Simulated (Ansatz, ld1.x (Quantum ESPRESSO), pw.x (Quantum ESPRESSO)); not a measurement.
# Which Cs potential is closest to all-electron in the fcc crystal?

All use PBE, scalar-relativistic, no spin, cutoffs from each file’s atomic test, pw.x 7.5; 8³ k-points, Fermi–Dirac smearing 0.01 Ry. Δ is the rms difference from all-electron LAPW of the E(V) curves that follow from fits to the pressures, over ±6 % in volume. Mesh and smearing are coarse and serve the comparison alone. The files are a selection: those with a ghost or negative overlap were mostly not run, and those with noisy or unconverged pressures or nearly equal Δ are left out.

All-electron: a0 = 7.776 Å (V0 = 117.54 Å³/atom), B0 = 1.9 GPa.

Problem. Rank them by Δ, smallest first.
A. PAW, ld1.x (Quantum ESPRESSO) 7.5, PBE; core [Kr] 4d10, reference 5s2 5p6 5d0 6s1 6p0; waves: 5s (bound): rcut 2.25, rcutus 2.80 bohr; 6s (bound): rcut 2.25, rcutus 2.80 bohr; 5p (bound): rcut 2.90, rcutus 3.60 bohr; 6p (bound, empty): rcut 2.90, rcutus 3.60 bohr; 5d (bound, empty): rcut 3.00, rcutus 4.00 bohr; 5d channel at 5.2 Ry: rcut 3.00, rcutus 4.00 bohr; local part: all-electron potential smoothed inside 3.00 bohr (lloc = -2); core correction: Bessel-smoothed model core, default radius (core density twice the valence density); augmentation: BESSEL, radius 2.25 bohr.
B. ultrasoft, ld1.x (Quantum ESPRESSO) 7.5, PBE; core [Kr] 4d10, reference 5s2 5p6 5d0 6s0.5 6p0.5; waves: 5s (bound): rcut 3.00, rcutus 3.60 bohr; 6s (bound): rcut 3.00, rcutus 3.60 bohr; 5p (bound): rcut 2.75, rcutus 3.60 bohr; 6p (bound): rcut 2.75, rcutus 3.60 bohr; 5d (bound, empty): rcut 4.00, rcutus 4.65 bohr; 5d channel at 2.85 Ry: rcut 4.00, rcutus 4.65 bohr; local part: all-electron potential smoothed inside 4.10 bohr (lloc = -2); core correction: a·sin(br)/r model core inside 1.90 bohr; augmentation: PSQ, inside the norm-conserving radii.
C. norm-conserving Troullier–Martins (Kleinman–Bylander form), ld1.x (Quantum ESPRESSO) 7.5, PBE; core [Xe], reference 5d0 6s1 6p0; waves: 6p (bound, empty): rc 4.20 bohr; 5d (bound, empty): rc 3.65 bohr; 6s (bound): rc 3.75 bohr; local part: the s channel; core correction: a·sin(br)/r model core inside 2.35 bohr.

Solution. C (0.2 meV/atom), A (0.6 meV/atom), B (1.4 meV/atom).
